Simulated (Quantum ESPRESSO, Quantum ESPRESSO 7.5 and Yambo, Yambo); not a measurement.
# A GW chain in Yambo: SiC (Moissanite)

Aim: the G0W0 gap of SiC (Moissanite) on PBE, step by step.

Calculated with Quantum ESPRESSO 7.5 and Yambo 5.3.0; PBE and many-body steps on it, plane waves.

**What was measured.**

- Gap 3.33 eV: band gap at cryogenic temperature; bulk crystal (literature value) (quoted in “Silicon carbide diodes for neutron detection”, 2020, arxiv:2009.14696).

## (1) The structure

It takes space group P6_3mc (No. 186, hexagonal). The conventional cell has a = 3.076 Å, b = 3.076 Å, c = 5.048 Å, α = 90.00°, β = 90.00°, γ = 120.00°. Si has 4 C at 1.87 to 1.94 Å nearest. C has 4 Si at 1.87 to 1.94 Å nearest. Farther neighbours are not listed.

The cell and positions come from the Crystallography Open Database and are kept as given unless a step says otherwise.

## (2) Ground state

This step: Quantum ESPRESSO 7.5; DFT, PBE, plane waves, norm-conserving pseudopotentials.

The ground-state density comes first.

Contents of pw.in:

```
&control
  calculation = 'scf'
  prefix = 'x'
  outdir = 'o'
  pseudo_dir = 'pseudo'
/
&system
  ibrav = 0
  nat = 4
  ntyp = 2
  ecutwfc = 74.0
  nbnd = 14
  force_symmorphic = .true.
/
&electrons
  conv_thr = 1e-10
  electron_maxstep = 80
  mixing_beta = 0.5
/
ATOMIC_SPECIES
  Si 28.085 Si.upf
  C 12.011 C.upf
CELL_PARAMETERS angstrom
  3.0760000000 0.0000000000 0.0000000000
  -1.5380000000 2.6638941420 0.0000000000
  0.0000000000 0.0000000000 5.0480000000
ATOMIC_POSITIONS crystal
  Si 0.3333333333 0.6666666667 0.0000000000
  Si 0.6666666667 0.3333333333 0.5000000000
  C 0.3333333333 0.6666666667 0.3850000000
  C 0.6666666667 0.3333333333 0.8850000000
K_POINTS automatic
  6 6 4 0 0 0
```

Started as:

```sh
$ OMP_NUM_THREADS=1 mpirun -n 8 pw.x -nk 8 -in pw.in > pw.out
```

The program printed:

```text
Program PWSCF v.7.5 starts

     This program is part of the open-source Quantum ESPRESSO suite
     for quantum simulation of materials; please cite
         "P. Giannozzi et al., J. Phys.:Condens. Matter 21 395502 (2009);
         "P. Giannozzi et al., J. Phys.:Condens. Matter 29 465901 (2017);
         "P. Giannozzi et al., J. Chem. Phys. 152 154105 (2020);
     in publications or presentations arising from this work. More details at
     Message from routine setup:
     using ibrav=0 with symmetry is DISCOURAGED, use correct ibrav instead

     G-vector sticks info

     bravais-lattice index     =            0
     lattice parameter (alat)  =       5.8128  a.u.
     unit-cell volume          =     279.1382 (a.u.)^3
     number of atoms/cell      =            4
     number of atomic types    =            2
     number of electrons       =        16.00
     number of Kohn-Sham states=           14
     kinetic-energy cutoff     =      74.0000  Ry
     charge density cutoff     =     296.0000  Ry
     scf convergence threshold =      1.0E-10
     mixing beta               =       0.5000
     number of iterations used =            8  plain     mixing
     Exchange-correlation= PBE
                           (   1   4   3   4   0   0   0)

     celldm(1)=   5.812798  celldm(2)=   0.000000  celldm(3)=   0.000000
     celldm(4)=   0.000000  celldm(5)=   0.000000  celldm(6)=   0.000000

     crystal axes: (cart. coord. in units of alat)
               a(1) = (   1.000000   0.000000   0.000000 )
               a(2) = (  -0.500000   0.866025   0.000000 )
               a(3) = (   0.000000   0.000000   1.641092 )

     reciprocal axes: (cart. coord. in units 2 pi/alat)
               b(1) = (  1.000000  0.577350 -0.000000 )
               b(2) = (  0.000000  1.154701  0.000000 )
               b(3) = (  0.000000 -0.000000  0.609350 )
     Pseudo is Norm-conserving + core correction, Zval =  4.0
     Generated using ONCVPSP code by D. R. Hamann
     Using radial grid of 1510 points,  6 beta functions with:
     Pseudo is Norm-conserving + core correction, Zval =  4.0
     Generated using ONCVPSP code by D. R. Hamann
     Using radial grid of 1248 points,  4 beta functions with:
     Si                4.00    28.08500     Si( 1.00)
     C                 4.00    12.01100     C ( 1.00)

      6 Sym. Ops. (no inversion) found

   Cartesian axes

     site n.     atom                  positions (alat units)
         1        Si     tau(   1) = (  -0.0000000   0.5773503   0.0000000  )
         2        Si     tau(   2) = (   0.5000000   0.2886751   0.8205462  )
         3        C      tau(   3) = (  -0.0000000   0.5773503   0.6318205  )
         4        C      tau(   4) = (   0.5000000   0.2886751   1.4523667  )

     number of k points=    24
                       cart. coord. in units 2pi/alat
        k(    1) = (   0.0000000   0.0000000   0.0000000), wk =   0.0138889
        k(    2) = (   0.0000000   0.0000000   0.1523376), wk =   0.0277778
        k(    3) = (   0.0000000   0.0000000  -0.3046751), wk =   0.0138889
        k(    4) = (   0.0000000   0.1924501   0.0000000), wk =   0.0833333
        k(    5) = (   0.0000000   0.1924501   0.1523376), wk =   0.0833333
        k(    6) = (   0.0000000   0.1924501  -0.3046751), wk =   0.0833333
        k(    7) = (   0.0000000   0.3849002   0.0000000), wk =   0.0833333
        k(    8) = (   0.0000000   0.3849002   0.1523376), wk =   0.0833333
        k(    9) = (   0.0000000   0.3849002  -0.3046751), wk =   0.0833333
        k(   10) = (   0.0000000  -0.5773503   0.0000000), wk =   0.0416667
     [... 12 further rows ...]
        k(   23) = (   0.0000000  -0.3849002   0.1523376), wk =   0.0833333
        k(   24) = (  -0.1666667  -0.4811252   0.1523376), wk =   0.1666667

     Dense  grid:    23969 G-vectors     FFT dimensions: (  32,  32,  54)

     Initial potential from superposition of free atoms

     starting charge      15.9987, renormalised to      16.0000
     Starting wfcs are   16 randomized atomic wfcs

     per-process dynamical memory:    22.0 Mb

     Self-consistent Calculation

     iteration #  1     ecut=    74.00 Ry     beta= 0.50

     total energy              =     -40.85996350 Ry
     estimated scf accuracy    <       0.88100873 Ry

     iteration #  2     ecut=    74.00 Ry     beta= 0.50

     total energy              =     -41.07134589 Ry
     estimated scf accuracy    <       0.04142851 Ry

     iteration #  3     ecut=    74.00 Ry     beta= 0.50

     total energy              =     -41.07444928 Ry
     estimated scf accuracy    <       0.00699374 Ry

     iteration #  4     ecut=    74.00 Ry     beta= 0.50

     total energy              =     -41.07486745 Ry
     estimated scf accuracy    <       0.00172898 Ry

     iteration #  5     ecut=    74.00 Ry     beta= 0.50

     total energy              =     -41.07530640 Ry
     estimated scf accuracy    <       0.00009421 Ry

     iteration #  6     ecut=    74.00 Ry     beta= 0.50

     total energy              =     -41.07532663 Ry
     estimated scf accuracy    <       0.00000018 Ry

     iteration #  7     ecut=    74.00 Ry     beta= 0.50

     total energy              =     -41.07532719 Ry
     estimated scf accuracy    <       0.00000043 Ry

     iteration #  8     ecut=    74.00 Ry     beta= 0.50

     total energy              =     -41.07532720 Ry
     estimated scf accuracy    <       0.00000006 Ry

     iteration #  9     ecut=    74.00 Ry     beta= 0.50

     total energy              =     -41.07532721 Ry
     estimated scf accuracy    <          2.8E-09 Ry

     iteration # 10     ecut=    74.00 Ry     beta= 0.50

     End of self-consistent calculation

          k = 0.0000 0.0000 0.0000 (  2997 PWs)   bands (ev):

    -5.9300  -2.4275   1.0996   8.2435   8.2435   9.5260   9.5260   9.8010
    14.4205  15.8195  16.3100  16.3100  17.3509  18.5045

          k = 0.0000 0.0000 0.1523 (  2966 PWs)   bands (ev):

    -5.6270  -3.4066   2.5799   8.2285   8.4081   8.4081   9.3116   9.3116
    14.7011  16.4296  16.4296  16.6470  16.9834  17.9139

          k = 0.0000 0.0000-0.3047 (  2978 PWs)   bands (ev):

    -4.7423  -4.7423   5.3411   5.3411   8.8348   8.8348   8.8348   8.8348
    15.5073  15.5073  16.9756  16.9756  16.9756  16.9756

          k = 0.0000 0.1925 0.0000 (  2982 PWs)   bands (ev):

     [... further k-points ...]

     highest occupied, lowest unoccupied level (ev):     9.8010   12.1304

!    total energy              =     -41.07532721 Ry
     estimated scf accuracy    <          7.7E-11 Ry

     The total energy is the sum of the following terms:
     one-electron contribution =      11.08998463 Ry
     hartree contribution      =       4.75017865 Ry
     xc contribution           =     -15.12630128 Ry
     ewald contribution        =     -41.78918921 Ry

     convergence has been achieved in  10 iterations

     XML data file, charge density, pseudopotentials, collected wavefunctions

=------------------------------------------------------------------------------=
   JOB DONE.
=------------------------------------------------------------------------------=
```

The job ended after 2.4 s (8 MPI ranks of Intel Xeon 6975P-C (Granite Rapids), shared host; peak memory 0.51 GiB).

Numbers from this step:

```
total energy               : -558.8583 eV
gap                        : 2.329 eV
k of the valence top       : 0, 0, 0
k of the conduction bottom : 0.3333, 0.3333, 0
least direct gap           : 4.083 eV
```

The gap is indirect, with the least direct gap 1.75 eV higher.

## (3) Bands along the symmetry lines

Levels along a band path, at the cheap level, show where the edges lie and whether the meshes to come will hold them.

Contents of pw.in:

```
&control
  calculation = 'bands'
  prefix = 'x'
  outdir = 'o'
  pseudo_dir = 'pseudo'
/
&system
  ibrav = 0
  nat = 4
  ntyp = 2
  ecutwfc = 74.0
  nbnd = 14
  force_symmorphic = .true.
/
&electrons
  conv_thr = 1e-9
  electron_maxstep = 80
  diago_full_acc = .true.
  diago_thr_init = 5e-6
/
ATOMIC_SPECIES
  Si 28.085 Si.upf
  C 12.011 C.upf
CELL_PARAMETERS angstrom
  3.0760000000 0.0000000000 0.0000000000
  -1.5380000000 2.6638941420 0.0000000000
  0.0000000000 0.0000000000 5.0480000000
ATOMIC_POSITIONS crystal
  Si 0.3333333333 0.6666666667 0.0000000000
  Si 0.6666666667 0.3333333333 0.5000000000
  C 0.3333333333 0.6666666667 0.3850000000
  C 0.6666666667 0.3333333333 0.8850000000
K_POINTS crystal
  75
  0.00000000 0.00000000 0.00000000 1
  0.06250000 0.00000000 0.00000000 1
  0.12500000 0.00000000 0.00000000 1
  0.18750000 0.00000000 0.00000000 1
  0.25000000 0.00000000 0.00000000 1
  0.31250000 0.00000000 0.00000000 1
  0.37500000 0.00000000 0.00000000 1
  0.43750000 0.00000000 0.00000000 1
  0.50000000 0.00000000 0.00000000 1
  0.47916667 0.04166667 0.00000000 1
  0.45833333 0.08333333 0.00000000 1
  0.43750000 0.12500000 0.00000000 1
  0.41666666 0.16666666 0.00000000 1
  0.39583333 0.20833333 0.00000000 1
  0.37500000 0.25000000 0.00000000 1
  0.35416666 0.29166666 0.00000000 1
  0.33333333 0.33333333 0.00000000 1
  0.29166666 0.29166666 0.00000000 1
  0.25000000 0.25000000 0.00000000 1
  0.20833333 0.20833333 0.00000000 1
  0.16666666 0.16666666 0.00000000 1
  0.12500000 0.12500000 0.00000000 1
  0.08333333 0.08333333 0.00000000 1
  0.04166667 0.04166667 0.00000000 1
  0.00000000 0.00000000 0.00000000 1
  0.00000000 0.00000000 0.06250000 1
  0.00000000 0.00000000 0.12500000 1
  0.00000000 0.00000000 0.18750000 1
  0.00000000 0.00000000 0.25000000 1
  0.00000000 0.00000000 0.31250000 1
  0.00000000 0.00000000 0.37500000 1
  0.00000000 0.00000000 0.43750000 1
  0.00000000 0.00000000 0.50000000 1
  0.06250000 0.00000000 0.50000000 1
  0.12500000 0.00000000 0.50000000 1
  0.18750000 0.00000000 0.50000000 1
  0.25000000 0.00000000 0.50000000 1
  0.31250000 0.00000000 0.50000000 1
  0.37500000 0.00000000 0.50000000 1
  0.43750000 0.00000000 0.50000000 1
  0.50000000 0.00000000 0.50000000 1
  0.47916667 0.04166667 0.50000000 1
  0.45833333 0.08333333 0.50000000 1
  0.43750000 0.12500000 0.50000000 1
  0.41666666 0.16666666 0.50000000 1
  0.39583333 0.20833333 0.50000000 1
  0.37500000 0.25000000 0.50000000 1
  0.35416666 0.29166666 0.50000000 1
  0.33333333 0.33333333 0.50000000 1
  0.29166666 0.29166666 0.50000000 1
  0.25000000 0.25000000 0.50000000 1
  0.20833333 0.20833333 0.50000000 1
  0.16666666 0.16666666 0.50000000 1
  0.12500000 0.12500000 0.50000000 1
  0.08333333 0.08333333 0.50000000 1
  0.04166667 0.04166667 0.50000000 1
  0.00000000 0.00000000 0.50000000 1
  0.50000000 0.00000000 0.50000000 1
  0.50000000 0.00000000 0.43750000 1
  0.50000000 0.00000000 0.37500000 1
  0.50000000 0.00000000 0.31250000 1
  0.50000000 0.00000000 0.25000000 1
  0.50000000 0.00000000 0.18750000 1
  0.50000000 0.00000000 0.12500000 1
  0.50000000 0.00000000 0.06250000 1
  0.50000000 -0.00000000 0.00000000 1
  0.33333333 0.33333333 0.50000000 1
  0.33333333 0.33333333 0.43750000 1
  0.33333333 0.33333333 0.37500000 1
  0.33333333 0.33333333 0.31250000 1
  0.33333333 0.33333333 0.25000000 1
  0.33333333 0.33333333 0.18750000 1
  0.33333333 0.33333333 0.12500000 1
  0.33333333 0.33333333 0.06250000 1
  0.33333333 0.33333333 0.00000000 1
```

The program printed:

```text
[banner, memory and clock lines left out]
Program PWSCF v.7.5 starts

     Atomic positions and unit cell read from directory:
     o/x.save/

     Message from routine setup:
     using ibrav=0 with symmetry is DISCOURAGED, use correct ibrav instead

     G-vector sticks info

     bravais-lattice index     =            0
     lattice parameter (alat)  =       5.8128  a.u.
     unit-cell volume          =     279.1382 (a.u.)^3
     number of atoms/cell      =            4
     number of atomic types    =            2
     number of electrons       =        16.00
     number of Kohn-Sham states=           14
     kinetic-energy cutoff     =      74.0000  Ry
     charge density cutoff     =     296.0000  Ry
     Exchange-correlation= PBE
                           (   1   4   3   4   0   0   0)

     celldm(1)=   5.812798  celldm(2)=   0.000000  celldm(3)=   0.000000
     celldm(4)=   0.000000  celldm(5)=   0.000000  celldm(6)=   0.000000

     crystal axes: (cart. coord. in units of alat)
               a(1) = (   1.000000   0.000000   0.000000 )
               a(2) = (  -0.500000   0.866025   0.000000 )
               a(3) = (   0.000000   0.000000   1.641092 )

     reciprocal axes: (cart. coord. in units 2 pi/alat)
               b(1) = (  1.000000  0.577350 -0.000000 )
               b(2) = (  0.000000  1.154701  0.000000 )
               b(3) = (  0.000000 -0.000000  0.609350 )
     Pseudo is Norm-conserving + core correction, Zval =  4.0
     Generated using ONCVPSP code by D. R. Hamann
     Using radial grid of 1510 points,  6 beta functions with:
     Pseudo is Norm-conserving + core correction, Zval =  4.0
     Generated using ONCVPSP code by D. R. Hamann
     Using radial grid of 1248 points,  4 beta functions with:
     Si                4.00    28.08500     Si( 1.00)
     C                 4.00    12.01100     C ( 1.00)

      6 Sym. Ops. (no inversion) found

   Cartesian axes

     site n.     atom                  positions (alat units)
         1        Si     tau(   1) = (  -0.0000000   0.5773503   0.0000000  )
         2        Si     tau(   2) = (   0.5000000   0.2886751   0.8205462  )
         3        C      tau(   3) = (  -0.0000000   0.5773503   0.6318205  )
         4        C      tau(   4) = (   0.5000000   0.2886751   1.4523667  )

     number of k points=    75
                       cart. coord. in units 2pi/alat
        k(    1) = (   0.0000000   0.0000000   0.0000000), wk =   0.0266667
        k(    2) = (   0.0625000   0.0360844   0.0000000), wk =   0.0266667
        k(    3) = (   0.1250000   0.0721688   0.0000000), wk =   0.0266667
[...]
[... 63 further rows ...]
        k(   74) = (   0.3333333   0.5773503   0.0380844), wk =   0.0266667
        k(   75) = (   0.3333333   0.5773503   0.0000000), wk =   0.0266667

     Dense  grid:    23969 G-vectors     FFT dimensions: (  32,  32,  54)

     The potential is recalculated from file :
     o/x.save/charge-density

     Starting wfcs are   16 randomized atomic wfcs

     Band Structure Calculation

     End of band structure calculation

          k = 0.0000 0.0000 0.0000 (  2997 PWs)   bands (ev):

    -5.9300  -2.4275   1.0996   8.2435   8.2435   9.5260   9.5260   9.8010
    14.4205  15.8196  16.3100  16.3100  17.3509  18.5045

          k = 0.0625 0.0361 0.0000 (  2985 PWs)   bands (ev):

    -5.8621  -2.3690   1.1629   7.8448   8.1222   9.2656   9.4873   9.7538
    14.6900  15.8383  16.2535  16.4669  17.4765  18.3482

          k = 0.1250 0.0722 0.0000 (  2974 PWs)   bands (ev):

    -5.6593  -2.1961   1.3503   6.8758   7.8162   8.5739   9.3601   9.6031
    14.8380  16.0240  16.4508  16.8803  17.2931  18.4282

[...]
k = 0.3333 0.5774 0.0381 (  2997 PWs)   bands (ev):

    -1.4098  -1.4098   2.8792   3.2116   3.2116   5.6325   5.8673   5.8673
    12.2136  17.7724  18.1065  18.1065  19.3723  19.3723

          k = 0.3333 0.5774 0.0000 (  3012 PWs)   bands (ev):

    -1.4194  -1.4194   2.8614   3.2949   3.2949   5.6809   5.7593   5.7593
    12.1304  17.7853  18.4467  18.4467  19.1816  19.1816

     XML data file, pseudopotentials, collected wavefunctions
```

Wall time 2.3 s (8 MPI ranks); peak memory 0.45 GiB; 17 s of CPU time.

This step gave:

```yaml
gap: 2.329 eV
k_of_the_valence_top: 0, 0, 0
k_of_the_conduction_bottom: 0.3333, 0.3333, 0
least_direct_gap: 4.083 eV
```

The gap is 2.329 eV, as in the run before at this level.

The electronic bands at the labelled points (eV, zero at the top of the highest filled band; v1 is the highest filled band, c1 the lowest empty one):

```tsv
point	v4	v3	v2	v1	c1	c2	c3	c4
Γ	-1.56	-0.28	-0.28	0.00	4.62	6.02	6.51	6.51
halfway	-3.22	-2.75	-0.93	-0.90	3.89	5.73	6.97	7.71
M	-5.44	-3.55	-3.26	-1.49	2.60	4.20	6.75	7.21
halfway	-5.48	-4.79	-3.34	-2.83	3.26	4.96	7.50	8.29
K	-6.51	-4.12	-4.04	-4.04	2.33	7.98	8.65	8.65
halfway	-4.36	-3.07	-1.73	-1.17	5.10	5.66	6.81	6.96
Γ	-1.56	-0.28	-0.28	0.00	4.62	6.02	6.51	6.51
halfway	-1.39	-1.39	-0.49	-0.49	4.90	6.63	6.63	6.85
A	-0.97	-0.97	-0.97	-0.97	5.71	5.71	7.17	7.17
halfway	-3.07	-3.07	-1.96	-1.96	4.36	4.36	7.13	7.13
L	-2.69	-2.69	-2.34	-2.34	3.17	3.17	5.00	5.00
halfway	-4.46	-4.46	-1.95	-1.95	4.12	4.12	6.12	6.12
H	-5.86	-5.86	-1.75	-1.75	4.82	4.82	5.97	5.97
halfway	-3.19	-3.19	-2.64	-2.64	5.03	5.03	7.34	7.34
A	-0.97	-0.97	-0.97	-0.97	5.71	5.71	7.17	7.17
jump to L	-2.69	-2.69	-2.34	-2.34	3.17	3.17	5.00	5.00
halfway	-4.17	-3.32	-2.34	-1.90	2.93	3.18	6.41	6.84
M	-5.44	-3.55	-3.26	-1.49	2.60	4.20	6.75	7.21
jump to H	-5.86	-5.86	-1.75	-1.75	4.82	4.82	5.97	5.97
halfway	-6.66	-4.76	-2.85	-2.85	3.52	6.34	6.34	7.68
K	-6.51	-4.12	-4.04	-4.04	2.33	7.98	8.65	8.65
```

[end of part 1 of 3]

[Paths, hosts, dates, memory and timing lines, banners, echoed tables and standing remarks are left out of the program output.]

[Logs are printed without paths, hosts, clocks, repeated set-up lines and the standing remarks that a program may print on its own settings, such as how far it seeks lower states.]

[Runs of the session that timed out or met a known fault of the program may be left out.]

[Hosts, paths, dates, database ids (printed as entryN), source tags and the programs' standing remarks are cut or masked in the printed files.]
